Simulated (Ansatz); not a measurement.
Trial structure of Na₂F, not yet relaxed:

```yaml
crystal:
  lattice:
    - [3.24296, 0.00000, 0.00000]
    - [-1.62148, 2.80848, 0.00000]
    - [0.00000, 0.00000, 5.54045]
  atoms:
    - { symbol: Na, position: [0.33333, 0.66667, 0.41521] }
    - { symbol: Na, position: [0.00000, 0.00000, 0.00000] }
    - { symbol: F, position: [0.66667, 0.33333, 0.22475] }
```

Theory: Ansatz 0.2.0, DFT PBE+D3(BJ), scalar-relativistic, plane waves, PAW. Settings: cutoff 420 eV, Γ-centred mesh 6×6×4 on the computed 3-atom cell, Gaussian smearing of 0.10 eV; no spin polarisation.

Energies over the elements count from the elements' standard structures at the same level (F₂ as a molecule), with no fitted energy shifts.

Problem. Estimate its pressure, forces and energy as it stands.

Solution. The pressure is 6.9 GPa (the mean over three directions, positive in compression), the largest force is 1.38 eV/Å, and the energy is −1.67 eV/atom against the elements. The shortest distance is 2.15 Å.

Problem. Is it a good guess?

Solution. A fair one: relaxing gains under 0.1 eV/atom (the start's value is from the coarse mesh, so the gain is rough) in 12 ionic steps and ends at −1.76 eV/atom on the finer mesh. The symmetry goes from P3m1 (No. 156) to P-3m1 (No. 164). The end has the anti-cadmium iodide type. The volume per atom grows by 12.6 %, from 16.8 to 18.9 Å³. The shortest distance goes from 2.15 Å (Na–F) to 2.37 Å (Na–F). Conventional cell: a = 3.352 Å, c = 5.839 Å. Na is surrounded by 3 F at 2.37 Å, 9 Na at 3.34–3.35 Å and 3 Na at 3.67 Å; F is surrounded by 6 Na at 2.37 Å.

The last run used an 18×18×8 mesh (in the run's order of axes) for its 3-atom cell and Gaussian smearing of 0.10 eV. An odd number of electrons in the primitive cell allows no gap without spin; a larger cell or a magnetic state could open one. The relaxation can't lower the symmetry of the start, and the grade says only how near the guess is to its own end. Symmetry constrained the relaxation, so the result can be a saddle point.
